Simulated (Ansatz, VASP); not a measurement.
**One calculation of HfB2, two programs**

Contents of POSCAR:

```
HfB2
1.0
    3.1326790800      0.0000000000      0.0000000000
   -1.5663395400      2.7129796700      0.0000000000
    0.0000000000      0.0000000000      3.4792139900
Hf B
1 2
Direct
    0.0000000000      0.0000000000      0.0000000000
    0.3333333300      0.6666666700      0.5000000000
    0.6666666700      0.3333333300      0.5000000000
```

Contents of INCAR.step1:

```
PREC = Accurate
ENCUT = 520
ISMEAR = 0
SIGMA = 0.1
LREAL = False
LASPH = True
NELM = 80
NBANDS = 15
GGA = PE
ALGO = Normal
EDIFF = 1E-4
LWAVE = True
LCHARG = False
```

INCAR.step2

```
PREC = Accurate
ENCUT = 520
EDIFF = 1E-7
ISMEAR = 0
SIGMA = 0.1
LREAL = False
LASPH = True
NELM = 80
ALGO = Normal
ISIF = 2
LWAVE = False
LCHARG = False
METAGGA = R2SCAN
LMIXTAU = True
NBANDS = 15
ISTART = 1
```

Contents of KPOINTS:

```
Automatic mesh
0
Gamma
  6 6 6
```

Input for Ansatz:

```yaml
crystal:
  lattice:
    - [3.13267908, 0.0, 0.0]
    - [-1.56633954, 2.71297967, 0.0]
    - [0.0, 0.0, 3.47921399]
  atoms:
    - { symbol: Hf, position: [0.0, 0.0, 0.0] }
    - { symbol: B, position: [0.33333333, 0.66666667, 0.5] }
    - { symbol: B, position: [0.66666667, 0.33333333, 0.5] }
basis:
  ecutwfc: 600.0
kpoints:
  mp_grid: { grid: [6, 6, 6] }
hamiltonian:
  xc: r2scan
  pseudopotentials: { kind: paw, azcp: { folder: soft_1 } }
scf:
  occupations: { method: gaussian, width: 0.1 }
output:
  forces: true
  stress: true
  eigenvalues: true
```

The cell comes from a database or a generator and needn't be the stable form of this composition.

Alike in both runs: task single point; functional r2SCAN; k mesh 6 × 6 × 6; occupations gaussian, width 0.1 eV; no spin polarisation.

```csv
,VASP,Ansatz
version,VASP 6.6.1,Ansatz 0.2.0
potentials or method,"VASP PAW PBE potentials, release 64 (Hf_pv, B)","scalar-relativistic, plane waves, PAW"
plane-wave cutoff (eV),520,600
valence electrons in the cell,16,32
```

```csv
,VASP,Ansatz,Ansatz less VASP
gap on the k mesh at the Fermi level (eV),none,none,-
pressure (GPa),0.3,0.9,+0.63
largest component of the traceless stress (GPa),1.74,1.80,+0.059
```

A gap of «none» marks a metal or a gap that the smearing closes. With one functional, cell and mesh, what is left measures potentials, basis and numerics. The two sets of potentials don't hold the same shells in valence.

Caveats: the k mesh is coarse (spacing up to 0.39 Å⁻¹), so the values aren't converged; the PAW data sets were made with another functional, which shifts forces and pressure a little (VASP). The runs have no spin-orbit coupling, so splittings on Hf are missing.
